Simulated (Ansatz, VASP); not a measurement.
# Two plane-wave programs on NaF (Villiaumite)

POSCAR

```
NaF
1.0
    0.0000000000      2.2972417931      2.2972417931
    2.2972417931      0.0000000000      2.2972417931
    2.2972417931      2.2972417931      0.0000000000
Na F
1 1
Direct
    0.0000000000      0.0000000000      0.0000000000
    0.5000000000      0.5000000000      0.5000000000
```

Contents of INCAR.step1:

```
SYSTEM = NaF
PREC = Accurate ; ENCUT = 520
ISMEAR = 0 ; SIGMA = 0.01
LREAL = .FALSE. ; LASPH = .TRUE.
NELM = 60 ; NBANDS = 14
GGA = PE ; ALGO = Normal
EDIFF = 1E-4 ; LWAVE = .TRUE.
LCHARG = .FALSE.
```

The input INCAR.step2:

```
SYSTEM = NaF
PREC = Accurate ; ENCUT = 520
EDIFF = 1E-7 ; ISMEAR = 0
SIGMA = 0.01 ; LREAL = .FALSE.
LASPH = .TRUE. ; NELM = 60
ALGO = Normal ; ISIF = 2
LWAVE = .FALSE. ; LCHARG = .TRUE.
METAGGA = R2SCAN ; LMIXTAU = .TRUE.
LELF = .TRUE. ; LVHAR = .TRUE.
NBANDS = 14 ; ISTART = 1
```

Contents of KPOINTS:

```
Automatic mesh
0
G
  10 10 10
  0 0 0
```

Input for Ansatz:

```yaml
crystal:
  lattice:
    - [0.0, 2.2972417931, 2.2972417931]
    - [2.2972417931, 0.0, 2.2972417931]
    - [2.2972417931, 2.2972417931, 0.0]
  atoms:
    - { symbol: Na, position: [0.0, 0.0, 0.0] }
    - { symbol: F, position: [0.5, 0.5, 0.5] }
kpoints:
  mp_grid: { grid: [10, 10, 10] }
  band_path:
    path:
      - [0.0, 0.0, 0.0]
      - [0.5, 0.0, 0.5]
      - [0.625, 0.25, 0.625]
      - [0.375, 0.375, 0.75]
      - [0.5, 0.5, 0.5]
      - [0.5, 0.25, 0.75]
    npoints: 1
hamiltonian:
  xc: r2scan
scf:
  occupations: { method: fixed }
  n_extra_bands: 4
output:
  forces: true
  stress: true
  eigenvalues: true
```

Alike in both runs: task single point; functional r2SCAN; k mesh 10 × 10 × 10; no spin polarisation.

|  | VASP | Ansatz |
| --- | --- | --- |
| version | VASP 6.6.1 | Ansatz 0.2.0 |
| potentials or method | VASP PAW PBE potentials, release 64 (Na_pv, F) | plane waves, PAW |
| plane-wave cutoff (eV) | 520 | 500 |
| occupations | gaussian, width 0.01 eV | fixed |
| valence electrons in the cell | 14 | 16 |

VASP gave:

```
gap on the k mesh at the Fermi level (eV) : 7.32
pressure (GPa)                            : -0.9
```

Problem. Estimate Ansatz's values.

Solution. gap on the k mesh at the Fermi level (eV): 7.28; pressure (GPa): 0.0.

The two sets of potentials don't hold the same shells in valence.

Caveats: the PAW data sets were made with another functional, which shifts forces and pressure a little (VASP). r2SCAN opens gaps a little over a GGA but as a rule still falls short of measured ones. A k mesh can miss the band edges.
